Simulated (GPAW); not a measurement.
# WC (Qusongite) (P-6m2) in GPAW: notebook, part 2 of 2

GPAW 26.7.0. The steps go on from the part before.

### 3 Band structure, PBEsol, spin-orbit coupling, no magnetisation

Input file run.py:

```python
import numpy as np
from ase import Atoms
from ase.dft.bandgap import bandgap
from ase.io import write
from ase.units import GPa
from gpaw import GPAW, PW, setup_paths
from gpaw.spinorbit import soc_eigenstates

setup_paths.insert(0, '.')

atoms = Atoms(['W', 'C'],
              cell=[[2.9065, 0.0, 0.0],
                    [-1.45325, 2.5171028361, 0.0],
                    [0.0, 0.0, 2.8366]],
              scaled_positions=[[0.0, 0.0, 0.0],
                                [0.6666666667, 0.3333333333, 0.5]],
              pbc=True)

calc = GPAW(mode=PW(800),
            xc='PBEsol',
            kpts={'size': (10, 10, 9), 'gamma': True},
            occupations={'name': 'fermi-dirac', 'width': 0.05},
            nbands=19,
            convergence={'density': 1e-05, 'energy': 1e-05},
            maxiter=150,
            txt='gpaw.txt')
atoms.calc = calc
energy = atoms.get_potential_energy()
forces = atoms.get_forces()
stress = atoms.get_stress()
calc.write('gs.gpw')
write('result.traj', atoms)
print(f'Energy: {energy:.6f} eV')
print('Forces (eV/A):')
print(forces.round(4))
print('Stress (GPa):', (stress / GPa).round(3))
print('Fermi level:', round(calc.get_fermi_level(), 4), 'eV')
print(f'Gap: {bandgap(calc)[0]:.4f} eV, direct: {bandgap(calc, direct=True)[0]:.4f} eV')

path = atoms.cell.bandpath('GMKGALHA,LM,KH', npoints=80, eps=1e-4)
bs_calc = calc.fixed_density(kpts=path, symmetry='off', nbands=28,
                             convergence={'bands': 'CBM+6.0', 'eigenstates': 1e-6}, txt='bands.txt')
bs = bs_calc.band_structure()
bs.write('bs.json')
print(f'Gap on the path: {bandgap(bs_calc)[0]:.4f} eV')

soc = soc_eigenstates(bs_calc, theta=0, phi=0)
np.savetxt('soc_bands.dat', soc.eigenvalues(), fmt='%.4f')
mesh = soc_eigenstates('gs.gpw', theta=0, phi=0)
np.savetxt('soc_mesh.dat', mesh.eigenvalues(), fmt='%.4f')
print('Fermi level with spin-orbit coupling:', round(mesh.fermi_level, 4), 'eV')
```

Potentials or basis: PAW data sets generated in the run's folder for this functional, pw.

On the command line:

```console
gpaw-setup -f PBEsol C W
OMP_NUM_THREADS=1 python run.py
```

gpaw.txt:

```text
__  _  _
 | _ |_)|_||  |
 |__||  | ||/\| - 26.7.0

Input parameters:
  mode=PW(ecut=800.0),
  convergence={'density': 1e-05, 'energy': 1e-05},
  kpts=MonkhorstPack(size=(10, 10, 9), gamma=True),
  maxiter=150,
  nbands=19,
  occupations=Occupations(name='fermi-dirac', width=0.05),
  xc=XC(name='PBEsol')

Diagonalizing LCAO Hamiltonian
Converting LCAO to pw mode

           C

       W

Atoms  # Å, Bohr magnetons
|   | symbol |        x |        y |        z |    initial magnetic moments |
|---|--------|----------|----------|----------|-----------------------------|
| 0 |      W | 0.000000 | 0.000000 | 0.000000 | ( 0.0000,  0.0000,  0.0000) |
| 1 |      C | 1.453250 | 0.839034 | 1.418300 | ( 0.0000,  0.0000,  0.0000) |

Unit cell  # Å
| periodic |         x |        y |        z |  lengths |     angles |
|----------|-----------|----------|----------|----------|------------|
|      yes |  2.906500 | 0.000000 | 0.000000 | 2.906500 |  90.000000 |
|      yes | -1.453250 | 2.517103 | 0.000000 | 2.906500 |  90.000000 |
|      yes |  0.000000 | 0.000000 | 2.836600 | 2.836600 | 120.000000 |

Number of symmetries: 12
Symmetry operations  # r_c * U_cc + t_c -> r_c
|    | kind |            matrix            |
|----|------|------------------------------|
|  0 |  σ   |  1, 1, 0,  0,-1, 0,  0, 0, 1 |
|  1 |  C2  |  1, 1, 0,  0,-1, 0,  0, 0,-1 |
|  2 |  E   |  1, 0, 0,  0, 1, 0,  0, 0, 1 |
|  3 |  σ   |  1, 0, 0,  0, 1, 0,  0, 0,-1 |
|  4 |  C3  |  0, 1, 0, -1,-1, 0,  0, 0, 1 |
|  5 |  S3  |  0, 1, 0, -1,-1, 0,  0, 0,-1 |
|  6 |  σ   |  0,-1, 0, -1, 0, 0,  0, 0, 1 |
|  7 |  C2  |  0,-1, 0, -1, 0, 0,  0, 0,-1 |
|  8 |  σ   | -1, 0, 0,  1, 1, 0,  0, 0, 1 |
|  9 |  C2  | -1, 0, 0,  1, 1, 0,  0, 0,-1 |
| 10 |  C3  | -1,-1, 0,  1, 0, 0,  0, 0, 1 |
| 11 |  S3  | -1,-1, 0,  1, 0, 0,  0, 0,-1 |

BZ-sampling:
  Number of BZ points: 900
  Number of IBZ points: 70

  Monkhorst-Pack size: [10, 10, 9]
  Monkhorst-Pack shift: [0.05, 0.05, 0.0]

K-points  # in reciprocal-cell coordinates
|     |                                coordinates |     weight |
|-----|--------------------------------------------|------------|
|   0 | (  0.00000000,   0.00000000,   0.00000000) | 0.00111111 |
|   1 | (  0.00000000,   0.00000000,   0.11111111) | 0.00222222 |
|   2 | (  0.00000000,   0.00000000,   0.22222222) | 0.00222222 |
|   3 | (  0.00000000,   0.00000000,   0.33333333) | 0.00222222 |
|   4 | (  0.00000000,   0.00000000,   0.44444444) | 0.00222222 |
|   5 | (  0.10000000,   0.00000000,   0.00000000) | 0.00666667 |
|   6 | (  0.10000000,   0.00000000,   0.11111111) | 0.01333333 |
|   7 | (  0.10000000,   0.00000000,   0.22222222) | 0.01333333 |
|   8 | (  0.10000000,   0.00000000,   0.33333333) | 0.01333333 |
|   9 | (  0.10000000,   0.00000000,   0.44444444) | 0.01333333 |
| ... |                                            |            |
|  69 | (  0.50000000,   0.50000000,   0.44444444) | 0.00666667 |

Plane wave coefficients: 1083
Cutoff: 800.0 eV

Spin-components: 1 (collinear spins)
Bands:           19
Projectors:      11
Spin-degeneracy: 2
Datatype:        complex128

Parallelization:
  kpt:    1
  domain: 1
  band:   1

Density:
  Valence electrons: 18.0
  Components: 1
  Grid points: [20 20 20]
  Charge: 0.0  # |e|

Potential:
  Grid points: [20 20 20]

species:
  W:
    name:    Tungsten
    Z:       74.0
    valence: 14
    core:    60
    charge:  0.0  # [|e|]
    compensation charges:
      type: gauss
      rc: 0.40  # [Å]
      lmax: 2
    cutoffs:
      filter: 2.36  # [Å]
      core: 3.02  # [Å]
    projectors
    | kind |    occ | energy [eV] | rcut [Å] |
    |------|--------|-------------|----------|
    |   5s |  2.000 |     -78.864 |    1.344 |
    |   6s |  2.000 |      -5.730 |    1.344 |
    |   5p |  6.000 |     -43.252 |    1.355 |
    |   6p |  0.000 |      -1.338 |    1.355 |
    |   5d |  4.000 |      -4.526 |    1.228 |
    |    d |        |      22.686 |    1.228 |

    Using partial waves for W as LCAO basis

  C:
    name:    Carbon
    Z:       6.0
    valence: 4
    core:    2
    charge:  0.0  # [|e|]
    compensation charges:
      type: gauss
      rc: 0.20  # [Å]
      lmax: 2
    cutoffs:
      filter: 1.14  # [Å]
      core: 1.14  # [Å]
    projectors
    | kind |    occ | energy [eV] | rcut [Å] |
    |------|--------|-------------|----------|
    |   2s |  2.000 |     -13.648 |    0.635 |
    |   2p |  2.000 |      -5.232 |    0.635 |
    |    s |        |      13.563 |    0.635 |
    |    p |        |      21.979 |    0.635 |
    |    d |        |       0.000 |    0.635 |

    Using partial waves for C as LCAO basis

Reference energy: -439665.733139  # eV

eigensolver:
  PPCG
  Converge bands: occupied
  niter=2

density mixing:
  MSR1-Mixer
  Pratt-step length: 0.05
  Maximum mixing coefficient: 0.75
  Old densities: 10
  SVD Regularization: 0.005
  Good broyden scale: 1.0
  Trust region scale: 1.0
  Backstep threshold: 4.0
  History deletion threshold: 6.0
  Fourier metric: weight=20.0, sigma=0.015

occupation numbers:
  Fermi-Dirac:
    width: 0.0500  # eV

poisson solver:
  ecut: 6400.0  # eV

xc functional:
  name: PBEsol with 2 nearest neighbor stencil

convergence criteria:
- Maximum integral of absolute [dens]ity change: 1e-05 electrons / valence electron
- Maximum [total energy] change in last 3 cyles: 1e-05 eV / valence electron
- Maximum integral of absolute [eigenst]ate change: 4e-08 eV^2 / valence electron
maximum number of iterations: 150

SCF iterations
|iter     | |      energy | eigst |  dens |
|---------|-|-------------|-------|-------|
|iter:   1| |  -24.024283 | -0.12 |       |
|iter:   2| |  -23.571218 | -2.68 | -0.94 |
|iter:   3| |  -22.551870 | -1.72 | -1.00 |
|iter:   4| |  -22.556380 | -3.64 | -1.71 |
|iter:   5| |  -22.561264 | -3.72 | -1.95 |
|iter:   6| |  -22.561228 | -5.65 | -3.08 |
|iter:   7| |  -22.561230c| -6.96 | -3.65 |
|iter:   8| |  -22.561230c| -8.37c| -4.33 |
|iter:   9| |  -22.561230c| -8.50c| -5.02c|

Converged in 9 steps
Energy contributions relative to reference atoms: (reference = -439665.733139)

Energy contributions:
  Kinetic:          14.404248
  Coulomb:         -16.297983
  Zero:              0.018867
  External:          0.000000
  Xc:              -20.685467
  Entropy:          -0.001790
  Spinorbit:         0.000000
  ----------------------------
  Free energy:     -22.562125
  Extrapolated:    -22.561230

dipole moment: (-4.693034, -9.822859, -10.592344)  # |e|*Ang

Fermi level: 13.986
Eigenvalues  # (at kpt = [0.000, 0.000, 0.000])
| band index |      eig [eV] | occ [0-2] |
|------------|---------------|-----------|
|          0 |       -59.743 |     2.000 |
|          1 |       -23.988 |     2.000 |
|          2 |       -23.881 |     2.000 |
|          3 |       -23.881 |     2.000 |
|          4 |        -0.405 |     2.000 |
|          5 |         9.679 |     2.000 |
[... 8 lines left out ...]
|         14 |        28.327 |     0.000 |
|         15 |        30.756 |     0.000 |
|        ... |               |           |
|         18 |        37.950 |     0.000 |

No gap
No difference between direct/indirect transitions

Forces  # eV/Ang
|        x |        y |       z |
|----------|----------|---------|
|  0.00000 |  0.00000 | 0.00000 |  # W    0
| -0.00000 | -0.00000 | 0.00000 |  # C    1

Stress tensor  # eV/Ang^3
|        x |        y |        z |
|----------|----------|----------|
| 0.021939 | 0.000000 | 0.000000 |
| 0.000000 | 0.021939 | 0.000000 |
| 0.000000 | 0.000000 | 0.030651 |

# Writing to gs.gpw (mode='')
```

Wall time 95 s (1 thread of Intel Xeon at 2.50GHz (Skylake/Cascade Lake), shared host); peak memory 0.32 GiB.

What came out:

```
Free energy             : -22.5621 eV
Pressure                : -4.0 GPa
Band gap along the path : none (metal or under the smearing width)
```

Levels at the corners of the path, in eV from the Fermi level:
```csv
point,band 15,band 16,band 17,band 18,band 19,band 20,band 21,band 22
Γ,-3.23,-3.23,0.08,0.08,2.95,2.95,3.36,3.36
M,-3.62,-3.62,-0.45,-0.45,2.26,2.26,4.30,4.30
K,-3.57,-3.42,0.30,0.66,0.72,1.18,2.00,2.08
Γ,-3.23,-3.23,0.08,0.08,2.95,2.95,3.36,3.36
A,-2.02,-2.02,-0.92,-0.92,-0.33,-0.33,3.55,3.55
L,-4.20,-4.20,0.33,0.33,4.32,4.32,5.17,5.17
H,-1.85,-1.50,-0.69,-0.45,4.23,4.32,6.28,6.55
A,-2.02,-2.02,-0.92,-0.92,-0.33,-0.33,3.55,3.55
L,-4.20,-4.20,0.33,0.33,4.32,4.32,5.17,5.17
M,-3.62,-3.62,-0.45,-0.45,2.26,2.26,4.30,4.30
K,-3.57,-3.42,0.30,0.66,0.72,1.18,2.00,2.08
H,-1.85,-1.50,-0.69,-0.45,4.23,4.32,6.28,6.55
```

Caveat: spin-orbit coupling was added after a scalar SCF, so levels and gaps hold it while energy, forces, pressure and moments don't; this program's spin-orbit splittings come out too wide for heavy elements.
